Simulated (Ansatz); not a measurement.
## Pt in Ansatz: convergence with n extra bands

Crystal: Pt.

```
Pt
1.0
    -1.58217    1.58498    1.58466
     1.60292   -1.57978    1.60020
     1.56748    1.56509   -1.57945
Pt
1
Direct
  0.00000 0.00000 0.00000
```

This isn't the form of Pt at room conditions, which is fcc.

```yaml
Program: Ansatz 0.2.0
Task: convergence study
Functional: r2SCAN
Potentials_or_basis: JTH PAW
Cutoff: "750 eV (not typed: the program's choice for these potentials)"
k_mesh: 9 × 8 × 9
Occupations: fermi-dirac, width 0.1 eV
Spin: no spin polarisation
```

These are the settings of the first run; the series varies n extra bands, with any setting tied to it.

Hardware: 2 threads of Arm Neoverse V2 (shared host).

| n extra bands | energy less the tightest run, at zero smearing (meV/atom) | SCF cycles | CPU time (s) | peak memory (GiB) |
| --- | --- | --- | --- | --- |
| 1 | 0.00 | 8 | 14 | 0.41 |
| 2 | 0.00 | 8 | 13 | 0.41 |
| 4 | 0.00 | 8 | 14 | 0.42 |
| 8 | 0.00 | 8 | 17 | 0.45 |
| 16 | 0.00 | 8 | 22 | 0.5 |
| 32 | 0.00 | 8 | 32 | 0.6 |

Against the tightest run, the energy stays within 1 meV/atom from 1 on. The tightest run that finished is the yardstick and may itself not be fully converged.

Spin-orbit coupling is left out, which matters for the levels of Pt.
